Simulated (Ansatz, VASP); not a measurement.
Two plane-wave programs on Pd

```xyz
2
Lattice="2.7837 0.0000 0.0000 -1.3918 2.4107 0.0000 0.0000 0.0000 4.6289" Properties=species:S:1:pos:R:3 pbc="T T T"
Pd    0.0000    1.6071    1.1572
Pd    1.3918    0.8036    3.4717
```

This isn't the form of Pd at room conditions, which is fcc.

Alike in both runs: task single point; functional PBE; k mesh 11 × 11 × 6; occupations gaussian, width 0.012 eV; no spin polarisation.

|  | VASP | Ansatz |
| --- | --- | --- |
| version | VASP 6.6.1 | Ansatz 0.2.0 |
| potentials or method | VASP PAW PBE potentials, release 64 (Pd) | Ansatz PAW |
| plane-wave cutoff (eV) | 520 | 420 |
| valence electrons in the cell | 20 | 36 |

```tsv
	VASP	Ansatz	Ansatz less VASP
gap on the k mesh at the Fermi level (eV)	none	none	-
pressure (GPa)	-1.8	-1.6	+0.25
largest component of the traceless stress (GPa)	0.23	0.32	+0.096
```

A gap of «none» marks a metal or a gap that the smearing closes. The two sets of potentials don't hold the same shells in valence.
